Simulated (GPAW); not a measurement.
# MoS2 in GPAW: dielectric tensor with PBEsol

Aim: the dielectric tensor of MoS2 with PBEsol.

Program: GPAW 26.7.0. These are calculated values, not measurements. Logs are shortened: lines on timing, memory, paths and dates and some standing lists are left out, and cuts for length are marked. The log counts tension as positive stress, the text compression.

## (1) The slab as given

The cell holds a slab with vacuum, 6 atoms: a = 3.185 Å, b = 3.185 Å, c = 21.671 Å, α = 90.00°, β = 90.00°, γ = 120.00°.

## (2) Dielectric tensor, PBEsol

Input file run.py:

```python
import numpy as np
from ase import Atoms
from ase.dft.bandgap import bandgap
from ase.io import write
from gpaw import GPAW, PW, setup_paths
from gpaw.response.df import DielectricFunction

setup_paths.insert(0, '.')

atoms = Atoms(['Mo', 'Mo', 'S', 'S', 'S', 'S'],
              cell=[[3.184541456, 0.0, 0.0],
                    [-1.592270728, 2.7578938003, 0.0],
                    [0.0, 0.0, 21.67053472]],
              scaled_positions=[[0.3333333333, 0.6666666667, 0.85116023],
                                [0.6666666667, 0.3333333333, 0.14883977],
                                [0.6666666667, 0.3333333333, 0.77962539],
                                [0.3333333333, 0.6666666667, 0.077251],
                                [0.6666666667, 0.3333333333, 0.922749],
                                [0.3333333333, 0.6666666667, 0.22037461]],
              pbc=True)

calc = GPAW(mode=PW(450),
            xc='PBEsol',
            kpts={'size': (8, 8, 1), 'gamma': True},
            occupations={'name': 'fermi-dirac', 'width': 0.001},
            nbands=46,
            convergence={'density': 1e-06},
            maxiter=150,
            txt='gpaw.txt')
atoms.calc = calc
energy = atoms.get_potential_energy()
calc.write('gs.gpw')
write('result.traj', atoms)
print(f'Energy: {energy:.6f} eV')
print('Fermi level:', round(calc.get_fermi_level(), 4), 'eV')
print(f'Gap: {bandgap(calc)[0]:.4f} eV, direct: {bandgap(calc, direct=True)[0]:.4f} eV')

for size in [(9, 9, 2), (13, 13, 2)]:
    name = 'x'.join(str(n) for n in size)
    dense = calc.fixed_density(kpts={'size': size, 'gamma': True},
                               nbands=80, convergence={'bands': 74, 'eigenstates': 1e-7},
                               update_fermi_level=True, txt=f'dense-{name}.txt')
    dense.write(f'{name}.gpw', mode='all')
    df = DielectricFunction(f'{name}.gpw', frequencies=np.array([0.0]), hilbert=False, eta=0.001,
                            ecut=80, nbands=74, intraband=False, txt=f'df-{name}.txt')
    for xc in ['RPA', 'LR0.3', 'LR0.2']:
        for direction in ['x', 'y', 'z', [0, 1, 1], [1, 0, 1], [1, 1, 0]]:
            e0, e = df.get_macroscopic_dielectric_constant(xc=xc, direction=direction)
            print(f'{name} {xc} {direction}: {e0:.4f} without, {e:.4f} with local fields')
```

Potentials or basis: PAW data sets generated in the run's folder for this functional, pw.

Run with:

```
> gpaw-setup -f PBEsol Mo S
> OMP_NUM_THREADS=1 python run.py
```

gpaw.txt:

```text
__  _  _
 | _ |_)|_||  |
 |__||  | ||/\| - 26.7.0

Input parameters:
  mode=PW(ecut=450.00000000000006),
  convergence={'density': 1e-06},
  kpts=MonkhorstPack(size=(8, 8, 1), gamma=True),
  maxiter=150,
  nbands=46,
  occupations=Occupations(name='fermi-dirac', width=0.001),
  xc=XC(name='PBEsol')

Diagonalizing LCAO Hamiltonian
Converting LCAO to pw mode

           S

        Mo

           S

        S

           Mo

        S

Atoms  # Å, Bohr magnetons
|   | symbol |         x |        y |         z |    initial magnetic moments |
|---|--------|-----------|----------|-----------|-----------------------------|
| 0 |     Mo | -0.000000 | 1.838596 | 18.445097 | ( 0.0000,  0.0000,  0.0000) |
| 1 |     Mo |  1.592271 | 0.919298 |  3.225437 | ( 0.0000,  0.0000,  0.0000) |
| 2 |      S |  1.592271 | 0.919298 | 16.894899 | ( 0.0000,  0.0000,  0.0000) |
| 3 |      S | -0.000000 | 1.838596 |  1.674070 | ( 0.0000,  0.0000,  0.0000) |
| 4 |      S |  1.592271 | 0.919298 | 19.996464 | ( 0.0000,  0.0000,  0.0000) |
| 5 |      S | -0.000000 | 1.838596 |  4.775636 | ( 0.0000,  0.0000,  0.0000) |

Unit cell  # Å
| periodic |         x |        y |         z |   lengths |     angles |
|----------|-----------|----------|-----------|-----------|------------|
|      yes |  3.184541 | 0.000000 |  0.000000 |  3.184541 |  90.000000 |
|      yes | -1.592271 | 2.757894 |  0.000000 |  3.184541 |  90.000000 |
|      yes |  0.000000 | 0.000000 | 21.670535 | 21.670535 | 120.000000 |

Number of symmetries: 12
Symmetry operations  # r_c * U_cc + t_c -> r_c
|    | kind |            matrix            |
|----|------|------------------------------|
|  0 |  σ   |  1, 1, 0,  0,-1, 0,  0, 0, 1 |
|  1 |  S6  |  1, 1, 0, -1, 0, 0,  0, 0,-1 |
|  2 |  E   |  1, 0, 0,  0, 1, 0,  0, 0, 1 |
|  3 |  C2  |  1, 0, 0, -1,-1, 0,  0, 0,-1 |
|  4 |  C2  |  0, 1, 0,  1, 0, 0,  0, 0,-1 |
|  5 |  C3  |  0, 1, 0, -1,-1, 0,  0, 0, 1 |
|  6 |  S6  |  0,-1, 0,  1, 1, 0,  0, 0,-1 |
|  7 |  σ   |  0,-1, 0, -1, 0, 0,  0, 0, 1 |
|  8 |  σ   | -1, 0, 0,  1, 1, 0,  0, 0, 1 |
|  9 |  i   | -1, 0, 0,  0,-1, 0,  0, 0,-1 |
| 10 |  C3  | -1,-1, 0,  1, 0, 0,  0, 0, 1 |
| 11 |  C2  | -1,-1, 0,  0, 1, 0,  0, 0,-1 |

BZ-sampling:
  Number of BZ points: 64
  Number of IBZ points: 10

  Monkhorst-Pack size: [8, 8, 1]
  Monkhorst-Pack shift: [0.0625, 0.0625, 0.0]

K-points  # in reciprocal-cell coordinates
|   |                                coordinates |     weight |
|---|--------------------------------------------|------------|
| 0 | (  0.00000000,   0.00000000,   0.00000000) | 0.01562500 |
| 1 | (  0.12500000,   0.00000000,   0.00000000) | 0.09375000 |
| 2 | (  0.25000000,  -0.12500000,   0.00000000) | 0.09375000 |
| 3 | (  0.25000000,   0.00000000,   0.00000000) | 0.09375000 |
| 4 | (  0.37500000,  -0.12500000,   0.00000000) | 0.18750000 |
| 5 | (  0.37500000,   0.00000000,   0.00000000) | 0.09375000 |
| 6 | (  0.37500000,   0.37500000,   0.00000000) | 0.09375000 |
| 7 | (  0.50000000,   0.25000000,   0.00000000) | 0.09375000 |
| 8 | (  0.50000000,   0.37500000,   0.00000000) | 0.18750000 |
| 9 | (  0.50000000,   0.50000000,   0.00000000) | 0.04687500 |

Plane wave coefficients: 4215
Cutoff: 450.00000000000006 eV

Spin-components: 1 (collinear spins)
Bands:           46
Projectors:      32
Spin-degeneracy: 2
Datatype:        complex128

Parallelization:
  kpt:    1
  domain: 1
  band:   1

Density:
  Valence electrons: 52.0
  Components: 1
  Grid points: [ 16  16 108]
  Charge: 0.0  # |e|

Potential:
  Grid points: [ 16  16 108]

species:
  Mo:
    name:    Molybdenum
    Z:       42.0
    valence: 14
    core:    28
    charge:  0.0  # [|e|]
    compensation charges:
      type: gauss
      rc: 0.38  # [Å]
      lmax: 2
    cutoffs:
      filter: 2.16  # [Å]
      core: 1.42  # [Å]
    projectors
    | kind |    occ | energy [eV] | rcut [Å] |
    |------|--------|-------------|----------|
    |   4s |  2.000 |     -64.262 |    1.238 |
    |   5s |  1.000 |      -4.116 |    1.238 |
    |   4p |  6.000 |     -38.461 |    1.296 |
    |   5p |  0.000 |      -1.012 |    1.296 |
    |   4d |  5.000 |      -3.770 |    1.296 |
    |    d |        |      23.442 |    1.296 |

    Using partial waves for Mo as LCAO basis

  S:
    name:    Sulfur
    Z:       16.0
    valence: 6
    core:    10
    charge:  0.0  # [|e|]
    compensation charges:
      type: gauss
      rc: 0.24  # [Å]
      lmax: 2
    cutoffs:
      filter: 1.77  # [Å]
      core: 1.66  # [Å]
    projectors
    | kind |    occ | energy [eV] | rcut [Å] |
    |------|--------|-------------|----------|
    |   3s |  2.000 |     -17.192 |    0.974 |
    |   3p |  4.000 |      -6.978 |    0.979 |
    |    s |        |      10.020 |    0.974 |
    |    p |        |      20.234 |    0.979 |
    |    d |        |       0.000 |    0.900 |

    Using partial waves for S as LCAO basis

Reference energy: -263510.219787  # eV

eigensolver:
  PPCG
  Converge bands: occupied
  niter=2

density mixing:
  MSR1-Mixer
  Pratt-step length: 0.05
  Maximum mixing coefficient: 0.75
  Old densities: 10
  SVD Regularization: 0.005
  Good broyden scale: 1.0
  Trust region scale: 1.0
  Backstep threshold: 4.0
  History deletion threshold: 6.0
  Fourier metric: weight=20.0, sigma=0.015

occupation numbers:
  Fermi-Dirac:
    width: 0.0010  # eV

poisson solver:
  ecut: 3600.0000000000005  # eV

xc functional:
  name: PBEsol with 2 nearest neighbor stencil

convergence criteria:
- Maximum integral of absolute [dens]ity change: 1e-06 electrons / valence electron
- Maximum [total energy] change in last 3 cyles: 0.0005 eV / valence electron
- Maximum integral of absolute [eigenst]ate change: 4e-08 eV^2 / valence electron
maximum number of iterations: 150

SCF iterations
|iter     | |      energy | eigst |  dens |
|---------|-|-------------|-------|-------|
|iter:   1| |  -50.371973 | +0.48 |       |
|iter:   2| |  -49.528377 | -1.08 | -0.98 |
|iter:   3| |  -47.500509 | -1.10 | -1.06 |
|iter:   4| |  -47.357877 | -1.84 | -1.45 |
|iter:   5| |  -47.503886 | -2.26 | -1.77 |
|iter:   6| |  -47.343451 | -2.45 | -1.76 |
|iter:   7| |  -47.332169 | -3.19 | -2.12 |
|iter:   8| |  -47.332138c| -4.74 | -3.11 |
|iter:   9| |  -47.332144c| -5.80 | -3.56 |
|iter:  10| |  -47.332144c| -6.95 | -4.33 |
|iter:  11| |  -47.332144c| -7.58c| -4.87 |
|iter:  12| |  -47.332144c| -8.00c| -5.45 |
|iter:  13| |  -47.332144c| -8.34c| -6.09c|

Converged in 13 steps
Energy contributions relative to reference atoms: (reference = -263510.219787)

Energy contributions:
  Kinetic:          -9.886906
  Coulomb:          -3.631751
  Zero:             -0.379151
  External:          0.000000
  Xc:              -33.434337
  Entropy:          -0.000000
  Spinorbit:         0.000000
  ----------------------------
  Free energy:     -47.332144
  Extrapolated:    -47.332144

dipole moment: (0.000001, 0.000002, 0.000013)  # |e|*Ang

Fermi level: 3.155
Eigenvalues  # (at kpt = [0.000, 0.000, 0.000])
| band index |      eig [eV] | occ [0-2] |
|------------|---------------|-----------|
|          0 |       -59.260 |     2.000 |
|        ... |               |           |
|         18 |        -0.587 |     2.000 |
|         19 |         0.025 |     2.000 |
|         20 |         0.025 |     2.000 |
|         21 |         0.036 |     2.000 |
|         22 |         0.036 |     2.000 |
|         23 |         0.233 |     2.000 |
[... 8 lines left out ...]
|         32 |         4.631 |     0.000 |
|         33 |         4.631 |     0.000 |
|        ... |               |           |
|         45 |        12.315 |     0.000 |

Gap: 1.407 eV
Transition (v -> c):
  (s=0, k=0, n=25, [0.00, 0.00, 0.00]) -> (s=0, k=6, n=26, [0.38, 0.38, 0.00])
Direct/indirect transitions are different
Direct gap: 1.929 eV
Transition at: (s=0, k=6, n=25, [0.38, 0.38, 0.00])
# Writing to gs.gpw (mode='')
```

df-9x9x2.txt:

```text
FrequencyGridDescriptor(from 0.000 to 0.000 eV, 1 points)
FrequencyGridDescriptor(from 0.000 to 0.000 eV, 1 points)

Calculating chi0 body with:
    Ground state adapter containing:
    Number of spins: 1
    Number of kpoints: 162
    Number of irreducible kpoints: 24
    Number of completely occupied states: 26
    Number of partially occupied states: 26

    Linear response parametrization:
    q_c: [0.0, 0.0, 0.0]
    Number of frequency points: 1
[... 34 lines left out ...]

Integral kind: response function wings

Finished calculating chi0

Calculating LR kernel with alpha = 0.3
Calculating LR kernel with alpha = 0.3
Calculating LR kernel with alpha = 0.3
Calculating LR kernel with alpha = 0.3
Calculating LR kernel with alpha = 0.3
Calculating LR kernel with alpha = 0.3
Calculating LR kernel with alpha = 0.2
Calculating LR kernel with alpha = 0.2
Calculating LR kernel with alpha = 0.2
Calculating LR kernel with alpha = 0.2
Calculating LR kernel with alpha = 0.2
Calculating LR kernel with alpha = 0.2
```

Run time: 7.1 min. Hardware: 1 thread of AMD EPYC 7R43 (Zen 3), shared host; peak memory 0.85 GiB.

Results:

- Free energy: -47.3321 eV
- Band gap on the k mesh: 1.41 eV, indirect (least direct gap 1.93 eV)
- Electronic dielectric tensor (diagonal): 8.12, 8.12, 1.81

Electronic dielectric tensor:
```
8.12 0.00 0.00
0.00 8.12 0.00
0.00 0.00 1.81
```

Caveat: the long-wavelength limit can be off by several per cent where d states take part.
